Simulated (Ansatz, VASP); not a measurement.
## Two plane-wave programs on HfC

```
Hf C
1.0
     3.28910    0.00000    0.00000
     0.00000    3.28910    0.00000
     0.00000    0.00000   18.65149
Hf C
3 3
Cartesian
  0.0000 0.0000 7.0000
  1.6446 1.6446 9.2653
  0.0000 0.0000 11.4986
  1.6446 1.6446 7.0000
  0.0000 0.0000 9.2568
  1.6446 1.6446 11.5841
```

Alike in both runs: functional PBE; k mesh 9 × 9 × 1; occupations gaussian, width 0.1 eV; no spin polarisation.

Ansatz relaxed the structure, and its values are those at the end. VASP's run is a single point on that final structure, the one shown.

|  | VASP | Ansatz |
| --- | --- | --- |
| version | VASP 6.6.1 | Ansatz 0.2.0 |
| potentials or method | VASP PAW PBE potentials, release 64 (Hf_pv, C) | scalar-relativistic, plane waves, PAW |
| plane-wave cutoff (eV) | 520 | 420 |
| valence electrons in the cell | 42 | 90 |

|  | VASP | Ansatz | Ansatz less VASP |
| --- | --- | --- | --- |
| gap on the k mesh at the Fermi level (eV) | none | none | - |
| rms of the force components (eV/Å) | 0.243 | 0.238 | -0.0052 |
| work function, face that differs most (eV) | 3.52 | 3.53 | +0.007 |

A gap of «none» marks a metal or a gap that the smearing closes. The two sets of potentials don't hold the same shells in valence.

The runs have no spin-orbit coupling, so splittings on Hf are missing.
